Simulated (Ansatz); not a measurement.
# Si3N4 (P6_3/m): the host for defect calculations, part 2 of 3

Aim: the runs on the perfect crystal Si3N4 (P6_3/m) that a defect calculation needs first.

Ansatz 0.2.0; plane-wave PAW DFT, PBEsol; relaxation of the host's cell and atoms; PAW set soft_1 (the session's first sound run).

So far. Step 3 (Dielectric tensors of the host): The principal values of the electronic dielectric tensor are 4.29, 4.29 and 4.37. The principal values of the static dielectric tensor are 8.25, 8.29 and 8.29.

### Step 4. Defect free supercell relaxed in its symmetry

This cell, the one that will hold the defects, is built from the relaxed host. Its coarser k-points can move the atoms a little, so it is relaxed from the symmetric sites, as the reference for the test of stability.

This step: plane-wave PAW DFT, PBEsol; relaxation of the defect-free supercell in its symmetry; PAW set soft_1 (Ansatz 0.2.0).

System of this step: Si3N4 (P6_3/m). The cell holds 126 atoms: 54 Si and 72 N. Its edges and angles: a = 13.206 Å, b = 13.206 Å, c = 8.731 Å, α = 90.0°, β = 90.0°, γ = 120.0°.

pristine.symmetric/input.yaml

```yaml
crystal:
  lattice:
    - [11.4366837151, 6.6029724215, 0.0]
    - [-11.4366837151, 6.6029724215, 0.0]
    - [0.0, 0.0, 8.7307690463]
  atoms:
    - { symbol: Si, position: [0.0195005204, 0.8065554759, 0.25] }
    - { symbol: Si, position: [0.3528338538, 0.4732221425, 0.25] }
    - { symbol: Si, position: [0.6861671871, 0.1398888092, 0.25] }
    - { symbol: Si, position: [0.2129450446, 0.0195005204, 0.0833333333] }
    - { symbol: Si, position: [0.5462783779, 0.6861671871, 0.0833333333] }
    - { symbol: Si, position: [0.8796117112, 0.3528338538, 0.0833333333] }
    - { symbol: Si, position: [0.1398888092, 0.4537216221, 0.0833333333] }
    - { symbol: Si, position: [0.4732221425, 0.1203882888, 0.0833333333] }
    - { symbol: Si, position: [0.8065554759, 0.7870549554, 0.0833333333] }
    - { symbol: Si, position: [0.1934445241, 0.2129450446, 0.25] }
    - { symbol: Si, position: [0.5267778575, 0.8796117112, 0.25] }
    - { symbol: Si, position: [0.8601111908, 0.5462783779, 0.25] }
    - { symbol: Si, position: [0.1203882888, 0.6471661462, 0.25] }
    - { symbol: Si, position: [0.4537216221, 0.3138328129, 0.25] }
    - { symbol: Si, position: [0.7870549554, 0.9804994796, 0.25] }
    - { symbol: Si, position: [0.3138328129, 0.8601111908, 0.0833333333] }
    - { symbol: Si, position: [0.6471661462, 0.5267778575, 0.0833333333] }
    - { symbol: Si, position: [0.9804994796, 0.1934445241, 0.0833333333] }
    - { symbol: "N", position: [0.0, 0.6666666667, 0.25] }
    - { symbol: "N", position: [0.3333333333, 0.3333333334, 0.25] }
    - { symbol: "N", position: [0.6666666667, 0.0, 0.25] }
    - { symbol: "N", position: [0.0, 0.3333333333, 0.0833333333] }
    - { symbol: "N", position: [0.3333333333, 0.0, 0.0833333333] }
    - { symbol: "N", position: [0.6666666667, 0.6666666666, 0.0833333333] }
    - { symbol: "N", position: [0.213458444, 0.4565327152, 0.25] }
    - { symbol: "N", position: [0.5467917774, 0.1231993818, 0.25] }
    - { symbol: "N", position: [0.8801251107, 0.7898660485, 0.25] }
    - { symbol: "N", position: [0.0902590622, 0.8801251107, 0.0833333333] }
    - { symbol: "N", position: [0.4235923955, 0.5467917774, 0.0833333333] }
    - { symbol: "N", position: [0.7569257289, 0.213458444, 0.0833333333] }
    - { symbol: "N", position: [0.1231993818, 0.5764076045, 0.0833333333] }
    - { symbol: "N", position: [0.4565327152, 0.2430742711, 0.0833333333] }
    - { symbol: "N", position: [0.7898660485, 0.9097409378, 0.0833333333] }
    - { symbol: "N", position: [0.2101339515, 0.0902590622, 0.25] }
    - { symbol: "N", position: [0.5434672848, 0.7569257289, 0.25] }
    - { symbol: "N", position: [0.8768006182, 0.4235923955, 0.25] }
    - { symbol: "N", position: [0.1198748893, 0.2101339515, 0.0833333333] }
    - { symbol: "N", position: [0.4532082226, 0.8768006182, 0.0833333333] }
    - { symbol: "N", position: [0.786541556, 0.5434672848, 0.0833333333] }
    - { symbol: "N", position: [0.2430742711, 0.786541556, 0.25] }
    - { symbol: "N", position: [0.5764076045, 0.4532082226, 0.25] }
    - { symbol: "N", position: [0.9097409378, 0.1198748893, 0.25] }
    - { symbol: Si, position: [0.0195005204, 0.8065554759, 0.5833333333] }
    - { symbol: Si, position: [0.3528338538, 0.4732221425, 0.5833333333] }
    - { symbol: Si, position: [0.6861671871, 0.1398888092, 0.5833333333] }
    - { symbol: Si, position: [0.2129450446, 0.0195005204, 0.4166666667] }
    - { symbol: Si, position: [0.5462783779, 0.6861671871, 0.4166666667] }
    - { symbol: Si, position: [0.8796117112, 0.3528338538, 0.4166666667] }
    - { symbol: Si, position: [0.1398888092, 0.4537216221, 0.4166666667] }
    - { symbol: Si, position: [0.4732221425, 0.1203882888, 0.4166666667] }
    - { symbol: Si, position: [0.8065554759, 0.7870549554, 0.4166666667] }
    - { symbol: Si, position: [0.1934445241, 0.2129450446, 0.5833333333] }
    - { symbol: Si, position: [0.5267778575, 0.8796117112, 0.5833333333] }
    - { symbol: Si, position: [0.8601111908, 0.5462783779, 0.5833333333] }
    - { symbol: Si, position: [0.1203882888, 0.6471661462, 0.5833333333] }
    - { symbol: Si, position: [0.4537216221, 0.3138328129, 0.5833333333] }
    - { symbol: Si, position: [0.7870549554, 0.9804994796, 0.5833333333] }
    - { symbol: Si, position: [0.3138328129, 0.8601111908, 0.4166666667] }
    - { symbol: Si, position: [0.6471661462, 0.5267778575, 0.4166666667] }
    - { symbol: Si, position: [0.9804994796, 0.1934445241, 0.4166666667] }
    - { symbol: "N", position: [0.0, 0.6666666667, 0.5833333333] }
    - { symbol: "N", position: [0.3333333333, 0.3333333334, 0.5833333333] }
    - { symbol: "N", position: [0.6666666667, 0.0, 0.5833333333] }
    - { symbol: "N", position: [0.0, 0.3333333333, 0.4166666667] }
    - { symbol: "N", position: [0.3333333333, 0.0, 0.4166666667] }
    - { symbol: "N", position: [0.6666666667, 0.6666666666, 0.4166666667] }
    - { symbol: "N", position: [0.213458444, 0.4565327152, 0.5833333333] }
    - { symbol: "N", position: [0.5467917774, 0.1231993818, 0.5833333333] }
    - { symbol: "N", position: [0.8801251107, 0.7898660485, 0.5833333333] }
    - { symbol: "N", position: [0.0902590622, 0.8801251107, 0.4166666667] }
    - { symbol: "N", position: [0.4235923955, 0.5467917774, 0.4166666667] }
    - { symbol: "N", position: [0.7569257289, 0.213458444, 0.4166666667] }
    - { symbol: "N", position: [0.1231993818, 0.5764076045, 0.4166666667] }
    - { symbol: "N", position: [0.4565327152, 0.2430742711, 0.4166666667] }
    - { symbol: "N", position: [0.7898660485, 0.9097409378, 0.4166666667] }
    - { symbol: "N", position: [0.2101339515, 0.0902590622, 0.5833333333] }
    - { symbol: "N", position: [0.5434672848, 0.7569257289, 0.5833333333] }
    - { symbol: "N", position: [0.8768006182, 0.4235923955, 0.5833333333] }
    - { symbol: "N", position: [0.1198748893, 0.2101339515, 0.4166666667] }
    - { symbol: "N", position: [0.4532082226, 0.8768006182, 0.4166666667] }
    - { symbol: "N", position: [0.786541556, 0.5434672848, 0.4166666667] }
    - { symbol: "N", position: [0.2430742711, 0.786541556, 0.5833333333] }
    - { symbol: "N", position: [0.5764076045, 0.4532082226, 0.5833333333] }
    - { symbol: "N", position: [0.9097409378, 0.1198748893, 0.5833333333] }
    - { symbol: Si, position: [0.0195005204, 0.8065554759, 0.9166666667] }
    - { symbol: Si, position: [0.3528338538, 0.4732221425, 0.9166666667] }
    - { symbol: Si, position: [0.6861671871, 0.1398888092, 0.9166666667] }
    - { symbol: Si, position: [0.2129450446, 0.0195005204, 0.75] }
    - { symbol: Si, position: [0.5462783779, 0.6861671871, 0.75] }
    - { symbol: Si, position: [0.8796117112, 0.3528338538, 0.75] }
    - { symbol: Si, position: [0.1398888092, 0.4537216221, 0.75] }
    - { symbol: Si, position: [0.4732221425, 0.1203882888, 0.75] }
    - { symbol: Si, position: [0.8065554759, 0.7870549554, 0.75] }
    - { symbol: Si, position: [0.1934445241, 0.2129450446, 0.9166666667] }
    - { symbol: Si, position: [0.5267778575, 0.8796117112, 0.9166666667] }
    - { symbol: Si, position: [0.8601111908, 0.5462783779, 0.9166666667] }
    - { symbol: Si, position: [0.1203882888, 0.6471661462, 0.9166666667] }
    - { symbol: Si, position: [0.4537216221, 0.3138328129, 0.9166666667] }
    - { symbol: Si, position: [0.7870549554, 0.9804994796, 0.9166666667] }
    - { symbol: Si, position: [0.3138328129, 0.8601111908, 0.75] }
    - { symbol: Si, position: [0.6471661462, 0.5267778575, 0.75] }
    - { symbol: Si, position: [0.9804994796, 0.1934445241, 0.75] }
    - { symbol: "N", position: [0.0, 0.6666666667, 0.9166666667] }
    - { symbol: "N", position: [0.3333333333, 0.3333333334, 0.9166666667] }
    - { symbol: "N", position: [0.6666666667, 0.0, 0.9166666667] }
    - { symbol: "N", position: [0.0, 0.3333333333, 0.75] }
    - { symbol: "N", position: [0.3333333333, 0.0, 0.75] }
    - { symbol: "N", position: [0.6666666667, 0.6666666666, 0.75] }
    - { symbol: "N", position: [0.213458444, 0.4565327152, 0.9166666667] }
    - { symbol: "N", position: [0.5467917774, 0.1231993818, 0.9166666667] }
    - { symbol: "N", position: [0.8801251107, 0.7898660485, 0.9166666667] }
    - { symbol: "N", position: [0.0902590622, 0.8801251107, 0.75] }
    - { symbol: "N", position: [0.4235923955, 0.5467917774, 0.75] }
    - { symbol: "N", position: [0.7569257289, 0.213458444, 0.75] }
    - { symbol: "N", position: [0.1231993818, 0.5764076045, 0.75] }
    - { symbol: "N", position: [0.4565327152, 0.2430742711, 0.75] }
    - { symbol: "N", position: [0.7898660485, 0.9097409378, 0.75] }
    - { symbol: "N", position: [0.2101339515, 0.0902590622, 0.9166666667] }
    - { symbol: "N", position: [0.5434672848, 0.7569257289, 0.9166666667] }
    - { symbol: "N", position: [0.8768006182, 0.4235923955, 0.9166666667] }
    - { symbol: "N", position: [0.1198748893, 0.2101339515, 0.75] }
    - { symbol: "N", position: [0.4532082226, 0.8768006182, 0.75] }
    - { symbol: "N", position: [0.786541556, 0.5434672848, 0.75] }
    - { symbol: "N", position: [0.2430742711, 0.786541556, 0.9166666667] }
    - { symbol: "N", position: [0.5764076045, 0.4532082226, 0.9166666667] }
    - { symbol: "N", position: [0.9097409378, 0.1198748893, 0.9166666667] }
basis:
  ecutwfc: 420
  xc_grid: 2
hamiltonian:
  xc: pbesol
  pseudopotentials: { kind: paw, azcp: { folder: soft_1 }, xc_functional: pbe }
kpoints:
  mp_grid: { grid: [1, 1, 1] }
scf:
  occupations: { method: fermi_dirac, width: 0.01 }
  max_iter: 100
  lower_state_search: "off"
output:
  forces: true
relax:
  f_tol: 0.015
  max_steps: 60
  escape_saddle: false
checkpoint:
  write: "../pristine.symmetric.run"
  compress: false
  write_wavefunctions: false
  write_every: 100000
```

Command:

```bash
$ ansatz run input.yaml --threads 32 --pin off --max-ram 84787MiB --backend cuda --events-out ev --progress --plain --runs-dir out --max-vram 78GiB
```

Numbers of over 12 decimals in the logs are rounded to 6 here.

Log:

```text
[...]
device memory: the entry about to start is reckoned to put 3.9 GiB on a device that reports 176.4 GiB free (of which the cap on the GPU budget leaves the run 78.0 GiB)
GPU FFT provider: cuFFT
GPU libraries: cuBLAS 13.8.1, cuFFT 12.4.0, cuSOLVER 12.3.2
GPU matrix products: emulated (plane waves: as basis.precision tells), large ones in fixed point in workspaces of 1.00 GiB
Crystal: 126 atoms, lattice volume = 1318.627 Å³
Basis set: ecut = 420 eV, 25805 PW (Γ), exchange–correlation on 180×180×120 points (8 copies of the dense FFT grid, shifted against one another)
Bands: 414, of which v1, the nominal top of the filled ones, is band 288 counted from 1 (287 counted from 0)
Symmetry: 108 space group operations
[...]
k-points: 1
[...]
GPU buffer pool allocated for 486000 grid points (all kernels)
GPU transforms: local potential and band sums: pruned to the plane-wave sphere, on 90×90×60
[...]
SCF iter   1: F=—  HF=-61058.058551 eV  |Δ(HF+E_count)|=         —  Δρ=1.48e-1  dr2=3.04e2  Hψ=1868
[...]
SCF iter   9: F=-60961.538960 eV  HF=-60961.538960 eV  |Δ(HF+E_count)|=   1.46e-5  Δρ=2.99e-6  dr2=1.21e-7  Hψ=1138
SCF 1 converged in 9 iterations: F = -60961.538960 eV  dr2 = 1.21e-7
[...]
relax step   1: F+E_penalty+E_count = -60961.53895981 eV  Δ(F+E_penalty+E_count) = +0.000e0 eV  max|allowed force component| = 7.974e-2 eV/Å  Δτ_max = 0.0000 Å  (9 SCF iters, dr2 threshold 5.63e-6 eV, accepted)
[...]
relax step   2: F+E_penalty+E_count = -60961.54518088 eV  Δ(F+E_penalty+E_count) = -6.221e-3 eV  max|allowed force component| = 4.627e-2 eV/Å  Δτ_max = 0.0031 Å  (5 SCF iters, dr2 threshold 3.97e-7 eV, accepted)
SCF iter   1: F=—  HF=-60961.548736 eV  |Δ(HF+E_count)|=         —  Δρ=4.36e-4  dr2=2.27e-3  Hψ=781
[...]
SCF iter   6: F=-60961.547465 eV  HF=-60961.547465 eV  |Δ(HF+E_count)|=   2.67e-8  Δρ=1.56e-6  dr2=3.75e-8  Hψ=1243
SCF 3 converged in 6 iterations: F = -60961.547465 eV  dr2 = 3.75e-8
relax step   3: F+E_penalty+E_count = -60961.54746460 eV  Δ(F+E_penalty+E_count) = -2.284e-3 eV  max|allowed force component| = 6.166e-3 eV/Å  Δτ_max = 0.0025 Å  (6 SCF iters, accepted)
SCF converged after 6 iterations
Free energy (F): -60961.547465 eV
[...]
Internal energy: -60961.547465 eV  (E = F + TS)
E sigma→0 (E₀):  -60961.547465 eV
Fermi energy:    10.127440 eV
[...]
--- Forces (eV/Å), atoms counted from 1 ---
  atom   1  Si     0.00319547     0.00527519    -0.00000000
  atom   2  Si     0.00319547     0.00527519     0.00000000
  atom   3  Si     0.00319547     0.00527519    -0.00000000
  atom   4  Si    -0.00297071     0.00540495     0.00000000
  atom   5  Si    -0.00297071     0.00540495    -0.00000000
  atom   6  Si    -0.00297071     0.00540495     0.00000000
  [... 120 more lines of this table ...]
  max |Σ_I F_I| component: 5.97e-17 eV/Å
--- Relaxed structure (3 steps of the walk, 3 accepted, 0 SCFs on fresh bases) ---
  F+E_penalty+E_count = -60961.54746460 eV   max|allowed force component| = 6.166e-3 eV/Å
  atoms:
    - { symbol: Si, position: [0.019226, 0.806520, 0.250000] }
    - { symbol: Si, position: [0.352560, 0.473186, 0.250000] }
    - { symbol: Si, position: [0.685893, 0.139853, 0.250000] }
    - { symbol: Si, position: [0.212706, 0.019226, 0.083333] }
    - { symbol: Si, position: [0.546040, 0.685893, 0.083333] }
    - { symbol: Si, position: [0.879373, 0.352560, 0.083333] }
  [... 120 more lines of this table ...]
```

Run time: 2.4 s. Hardware: 1 × NVIDIA GB200 with 32 threads of Arm Neoverse V2, shared host; peak memory 1.1 GiB; 8 s of CPU time.

Step by step:

```tsv
step	energy less that of the first step (eV)	largest force component (eV/Å)
1	0.0000	0.0797
2	-0.0062	0.0463
3	-0.0085	0.0062
```

Forces are held to the 108 operations that the run works with; a distortion that breaks them can't arise in this run.

### Step 5. Defect free supercell relaxed from displaced atoms

This step: plane-wave PAW DFT, PBEsol; relaxation of the defect-free supercell from random displacements, a test of the host's stability; PAW set soft_1 (Ansatz 0.2.0).

pristine.rattled/input.yaml, as its differences from pristine.symmetric/input.yaml of step 4:

```diff
@@ -148,6 +148,6 @@
   f_tol: 0.015
-  max_steps: 60
-  escape_saddle: false
+  max_steps: 120
+  random_displacement: { amplitude: 0.06, seed: 5941 }
 checkpoint:
-  write: "../pristine.symmetric.run"
+  write: "../pristine.rattled.run"
   compress: false
```

Log:

```text
[...]
Crystal: 126 atoms, lattice volume = 1318.627 Å³
Basis set: ecut = 420 eV, 25805 PW (Γ), exchange–correlation on 180×180×120 points (8 copies of the dense FFT grid, shifted against one another)
Bands: 414, of which v1, the nominal top of the filled ones, is band 288 counted from 1 (287 counted from 0)
Symmetry: 1 space group operations
k-points: 1
[...]
SCF iter   1: F=—  HF=-61052.682974 eV  |Δ(HF+E_count)|=         —  Δρ=1.50e-1  dr2=3.10e2  Hψ=1880
[...]
SCF iter   2: F=—  HF=-60958.321642 eV  |Δ(HF+E_count)|=    9.44e1  Δρ=4.91e-2  dr2=1.82e1  Hψ=988
[...]
SCF iter   9: F=-60954.310671 eV  HF=-60954.310668 eV  |Δ(HF+E_count)|=   2.14e-5  Δρ=1.56e-5  dr2=3.51e-6  Hψ=1571
SCF 1 converged in 9 iterations: F = -60954.310671 eV  dr2 = 3.51e-6
[...]
relax step   1: F+E_penalty+E_count = -60954.31067138 eV  Δ(F+E_penalty+E_count) = +0.000e0 eV  max|allowed force component| = 3.874e0 eV/Å  Δτ_max = 0.0000 Å  (9 SCF iters, dr2 threshold 5.63e-6 eV, accepted)
[...]
relax step   2: F+E_penalty+E_count = -60958.95247463 eV  Δ(F+E_penalty+E_count) = -4.642e0 eV  max|allowed force component| = 2.288e0 eV/Å  Δτ_max = 0.0511 Å  (6 SCF iters, dr2 threshold 1.00e-4 eV, accepted)
relax step   3: F+E_penalty+E_count = -60961.54550070 eV  Δ(F+E_penalty+E_count) = -2.593e0 eV  max|allowed force component| = 3.937e-2 eV/Å  Δτ_max = 0.0502 Å  (6 SCF iters, dr2 threshold 1.00e-4 eV, accepted)
relax step   4: F+E_penalty+E_count = -60961.54551011 eV  Δ(F+E_penalty+E_count) = -9.409e-6 eV  max|allowed force component| = 3.958e-2 eV/Å  Δτ_max = 0.0000 Å  (4 SCF iters, accepted)
[...]
SCF iter   1: F=—  HF=-60961.548711 eV  |Δ(HF+E_count)|=         —  Δρ=4.50e-4  dr2=2.23e-3  Hψ=731
[...]
SCF iter   2: F=—  HF=-60961.548119 eV  |Δ(HF+E_count)|=   5.92e-4  Δρ=2.40e-4  dr2=6.11e-4  Hψ=746
[...]
SCF iter   6: F=-60961.547516 eV  HF=-60961.547516 eV  |Δ(HF+E_count)|=   7.48e-8  Δρ=1.58e-6  dr2=3.36e-8  Hψ=1252
SCF 5 converged in 6 iterations: F = -60961.547516 eV  dr2 = 3.36e-8
relax step   5: F+E_penalty+E_count = -60961.54751588 eV  Δ(F+E_penalty+E_count) = -2.006e-3 eV  max|allowed force component| = 1.954e-3 eV/Å  Δτ_max = 0.0068 Å  (6 SCF iters, accepted)
SCF converged after 6 iterations
Free energy (F): -60961.547516 eV
[...]
Internal energy: -60961.547516 eV  (E = F + TS)
E sigma→0 (E₀):  -60961.547516 eV
Fermi energy:    10.127422 eV
[...]
--- Forces (eV/Å), atoms counted from 1 ---
  atom   1  Si     0.00047346    -0.00109640     0.00021728
  atom   2  Si     0.00099711    -0.00048012    -0.00019148
  atom   3  Si     0.00059402     0.00073849     0.00040388
  atom   4  Si     0.00145728    -0.00001825    -0.00010475
  atom   5  Si    -0.00115260    -0.00066698    -0.00062781
  atom   6  Si     0.00051998    -0.00016401    -0.00016892
  [... 120 more lines of this table ...]
  max |Σ_I F_I| component: 2.41e-5 eV/Å
--- Relaxed structure (5 steps of the walk, 5 accepted, 0 SCFs on fresh bases) ---
  F+E_penalty+E_count = -60961.54751588 eV   max|allowed force component| = 1.954e-3 eV/Å
  atoms:
    - { symbol: Si, position: [0.018772, 0.806459, 0.249579] }
    - { symbol: Si, position: [0.352099, 0.473120, 0.249574] }
    - { symbol: Si, position: [0.685435, 0.139779, 0.249580] }
    - { symbol: Si, position: [0.212233, 0.019187, 0.082919] }
    - { symbol: Si, position: [0.545567, 0.685846, 0.082913] }
    - { symbol: Si, position: [0.878901, 0.352519, 0.082916] }
  [... 120 more lines of this table ...]
```

It took 3.4 s on 1 × NVIDIA GB200 with 32 threads; peak memory 1.1 GiB; 14 s of CPU time.

Step by step:

```tsv
step	energy less that of the first step (eV)	largest force component (eV/Å)
1	0.0000	3.8739
2	-4.6418	2.2883
3	-7.2348	0.0394
4	-7.2348	0.0396
5	-7.2368	0.0020
```

The relaxation ends 57 meV an atom lower than the displaced start, with a largest force component of 0.0020 eV/Å.

### Step 6. Host on a dense mesh

This step: plane-wave PAW DFT, PBEsol; single point of the defect-free host, a test of the k-point sampling; PAW set soft_1 (Ansatz 0.2.0).

System of this step: Si3N4 (P6_3/m). It takes space group P6_3/m (No. 176, hexagonal). The conventional cell has a = 7.624 Å, b = 7.624 Å, c = 2.910 Å, α = 90.00°, β = 90.00°, γ = 120.00°. Nearest to Si lie 4 N at 1.73 to 1.74 Å. Nearest to N lie 3 Si at 1.73 Å. Nearest to N lie 3 Si at 1.74 Å. Farther neighbours and most contacts between anions are not listed.

dense/input.yaml

```yaml
crystal:
  lattice:
    - [7.62445581, 0.0, 0.0]
    - [-3.812227905, 6.6029724215, 0.0]
    - [0.0, 0.0, 2.9102563488]
  atoms:
    - { symbol: Si, position: [0.232445565, 0.8260559962, 0.75] }
    - { symbol: Si, position: [0.4063895688, 0.232445565, 0.25] }
    - { symbol: Si, position: [0.8260559962, 0.5936104312, 0.25] }
    - { symbol: Si, position: [0.1739440038, 0.4063895688, 0.75] }
    - { symbol: Si, position: [0.5936104312, 0.767554435, 0.75] }
    - { symbol: Si, position: [0.767554435, 0.1739440038, 0.25] }
    - { symbol: "N", position: [0.3333333333, 0.6666666667, 0.75] }
    - { symbol: "N", position: [0.6666666667, 0.3333333333, 0.25] }
    - { symbol: "N", position: [0.9703841729, 0.6699911592, 0.75] }
    - { symbol: "N", position: [0.3003930137, 0.9703841729, 0.25] }
    - { symbol: "N", position: [0.6699911592, 0.6996069863, 0.25] }
    - { symbol: "N", position: [0.3300088408, 0.3003930137, 0.75] }
    - { symbol: "N", position: [0.0296158271, 0.3300088408, 0.25] }
    - { symbol: "N", position: [0.6996069863, 0.0296158271, 0.75] }
basis:
  ecutwfc: 420
  xc_grid: 2
hamiltonian:
  xc: pbesol
  pseudopotentials: { kind: paw, azcp: { folder: soft_1 }, xc_functional: pbe }
kpoints:
  mp_grid: { grid: [4, 4, 9] }
scf:
  occupations: { method: fermi_dirac, width: 0.01 }
  max_iter: 100
  lower_state_search: "off"
checkpoint:
  write: "../dense.run"
  compress: false
  write_wavefunctions: false
  write_every: 100000
```

Log:

```text
[...]
GPU FFT provider: cuFFT
GPU libraries: cuBLAS 13.8.1, cuFFT 12.4.0, cuSOLVER 12.3.2
[...]
Crystal: 14 atoms, lattice volume = 146.514 Å³
Basis set: ecut = 420 eV, 2859 PW (Γ), exchange–correlation on 108×108×40 points (8 copies of the dense FFT grid, shifted against one another)
Bands: 46, of which v1, the nominal top of the filled ones, is band 32 counted from 1 (31 counted from 0)
Symmetry: 12 space group operations
[...]
k-points: 20 of 144
[...]
GPU buffer pool allocated for 58320 grid points (all kernels)
[...]
SCF iter   1: F=—  HF=-6784.394001 eV  |Δ(HF+E_count)|=         —  Δρ=1.47e-1  dr2=3.34e1  Hψ=4537
[...]
SCF iter   9: F=-6773.818118 eV  HF=-6773.818118 eV  |Δ(HF+E_count)|=   1.38e-6  Δρ=2.49e-6  dr2=8.81e-9  Hψ=2052
SCF 1 converged in 9 iterations: F = -6773.818118 eV  dr2 = 8.81e-9
[...]
SCF converged after 9 iterations
Free energy (F): -6773.818118 eV
[...]
Internal energy: -6773.818118 eV  (E = F + TS)
E sigma→0 (E₀):  -6773.818118 eV
Fermi energy:    10.206398 eV
[...]
```

Run time: 1.1 s. Hardware: 1 × NVIDIA GB200 with 32 threads; peak memory 1 GiB; 2.3 s of CPU time.

(Part 2 of 3 ends here.)

[Logs are printed without paths, hosts, clocks, repeated set-up lines and the standing remarks that a program may print on its own settings, such as how far it seeks lower states.]

[Hosts, paths, dates, database ids (printed as entryN), source tags and the programs' standing remarks are cut or masked in the printed files.]

[Runs of the host that timed out are not shown.]

[For some hosts the program warned that the k-mesh of the response run may be too coarse for force constants and the static dielectric constant; such warnings are not always shown.]
